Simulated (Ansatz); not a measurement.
# C (Diamond): the cost of one run

Computed with Ansatz 0.2.0 through its Python package. Level of theory: DFT PBE, plane waves, PAW.

## 1. The structure

It takes space group Fd-3m (No. 227, cubic). Conventional cell: a = 3.567 Å, b = 3.567 Å, c = 3.567 Å, α = 90.00°, β = 90.00°, γ = 90.00°. C (site symmetry -43m) is surrounded by 4 C at 1.54 Å.

No structure file is read: the coordinates are typed or built in the script.

## 2. The script

The input, c.py:

```python
import warnings

import ansatz as az
import matplotlib.pyplot as plt
import numpy as np

VECTORS = np.array([
    [0.0, 1.78337, 1.78337],
    [1.78337, 0.0, 1.78337],
    [1.78337, 1.78337, 0.0],
])
SITES = [
    ("C", (0.0, 0.0, 0.0)),
    ("C", (0.25, 0.25, 0.25)),
]


def make_crystal(cell):
    crystal = az.Crystal(lattice=az.Lattice.of(cell))
    for symbol, position in SITES:
        crystal = crystal.atom(symbol, position)
    return crystal

warnings.simplefilter("ignore", az.DeckWarning)

values = np.linspace(-0.01, 0.01, 7)
energies = []
for d in values:
    strain = np.diag([d, d, (1 + d) ** -2 - 1])
    cell = VECTORS @ (np.eye(3) + strain)
    setup = (
        make_crystal(cell).calculation()
        .pseudopotentials("paw")
        .basis(21 * az.Ha)
        .occupations("gaussian", width=0.02)
        .kpoints(10, 10, 10)
        .stress()
    )
    rep = setup.run(threads=1, pin="off").report
    energies.append(rep["free_energy_ev"] / len(SITES))
    s = rep["stress_gpa"]
    print(f"d = {d:+.4f}  stress xx yy zz xy (GPa, compression positive): {s[0][0]:8.3f} {s[1][1]:8.3f} {s[2][2]:8.3f} {s[0][1]:8.3f}")
energies = np.array(energies)

for value, e in zip(values, energies):
    print(f"strain {value:7.3f}   E - Emin = {1000 * (e - energies.min()):9.3f} meV/atom")
plt.figure(figsize=(4.5, 3))
plt.plot(values, 1000 * (energies - energies.min()), "o-")
plt.xlabel("strain")
plt.ylabel("meV/atom")
plt.tight_layout()
plt.savefig("strain.png", dpi=100)
curvature = 2 * np.polyfit(values, energies, 3)[1]
volume = abs(np.linalg.det(VECTORS)) / len(SITES)
print(f"d2E/dd2 over the volume: {curvature / volume * 160.21766:.1f} GPa")
```

## 3. The calls as engine input

The engine receives this input (first run):

```yaml
crystal:
  lattice:
    - [0.0, 1.7655363, 1.8195796347311497]
    - [1.7655363, 0.0, 1.8195796347311497]
    - [1.7655363, 1.7655363, 0.0]
  atoms:
    - { symbol: C, position: [0.0, 0.0, 0.0] }
    - { symbol: C, position: [0.25, 0.25, 0.25] }
basis:
  ecutwfc: 571.4391111657479
kpoints:
  mp_grid:
    grid: [10, 10, 10]
hamiltonian:
  pseudopotentials:
    kind: paw
scf:
  occupations:
    method: gaussian
    width: 0.02
output:
  stress: true
```

## 4. The run

Command:

```console
$ python c.py
```

**Question.** How long does this script take on 1 thread of Arm Neoverse N1, shared host, and how much memory does it need?

About 13 s, with a peak of 0.36 GiB.
